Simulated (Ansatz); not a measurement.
**Relaxing WC**

Level of theory: DFT PBE, scalar-relativistic, plane waves, PAW in Ansatz. Settings: 420 eV cutoff, 18×18×8 k-mesh, Gaussian smearing of 0.10 eV, no spin polarisation.

What was changed in TaN: N → C, Ta → W on all its sites, cell and atoms relaxed.

Spin–orbit coupling is left out, which can shift energies with elements as heavy as these.

Command:

```bash
ansatz run input.yaml --threads 1 --pin off --max-ram 2560MiB --backend cpu --events-out ev --progress --plain --runs-dir out
```

Input:

```yaml
crystal:
  lattice:
    - [2.8930178185, 0.0, 0.0]
    - [-1.4465089093, 2.5054269244, 0.0]
    - [0.0, 0.0, 5.8660127797]
  atoms:
    - { symbol: W, position: [0.0, 0.0, 0.0] }
    - { symbol: W, position: [0.0, 0.0, 0.5] }
    - { symbol: C, position: [0.3333333333, 0.6666666667, 0.25] }
    - { symbol: C, position: [0.6666666667, 0.3333333333, 0.75] }
basis:
  ecutwfc: 420
kpoints:
  mp_grid: { grid: [18, 18, 8] }
hamiltonian:
  xc: pbe
scf:
  occupations: { method: gaussian, width: 0.1 }
output:
  forces: true
  stress: true
  eigenvalues: true
relax:
  adjacent_minimum: "off"
  f_tol: 0.01
  max_steps: 60
  cell: { stress_tol: 0.1 }
```

F is the free energy. Steps run on the plane waves of an earlier cell, but the last one, and at times one on the way, on a freshly chosen basis, so a repeated geometry can differ a little in energy.

At step 2 the energy rises: a step can overshoot before the optimiser corrects it.

Steps:

```tsv
step	F − F(1) (eV)	largest force component (eV/Å)	V (Å³/atom)	P (GPa)
1	0.0000	0.000	10.630	-2.18
2	0.0770	0.000	10.685	-0.07
3	-0.0409	0.000	10.626	-0.91
4	-0.0414	0.000	10.597	0.13
5	-0.0413	0.000	10.600	0.00
6	-0.0414	0.000	10.600	0.01
```

Relaxed structure:

```xyz
4
Lattice="2.9175 0.0000 0.0000 -1.4587 2.5266 0.0000 0.0000 0.0000 5.7522" Properties=species:S:1:pos:R:3 pbc="T T T"
W     0.0000    0.0000    0.0000
W     0.0000    0.0000    2.8761
C     0.0000    1.6844    1.4381
C     1.4587    0.8422    4.3142
```

The structure is hexagonal, space group P6_3/mmc (No. 194). The conventional cell has a = 2.917 Å, b = 2.917 Å, c = 5.752 Å, α = 90.00°, β = 90.00°, γ = 120.00°. Around W (site symmetry -3m) lie 6 C at 2.21 Å. Around C (site symmetry -6m2) lie 6 W at 2.21 Å.

The run converged. It took 26 s on 1 thread of Intel(R) Xeon(R) 6975P-C (Granite Rapids) (shared host), peak memory 0.49 GiB.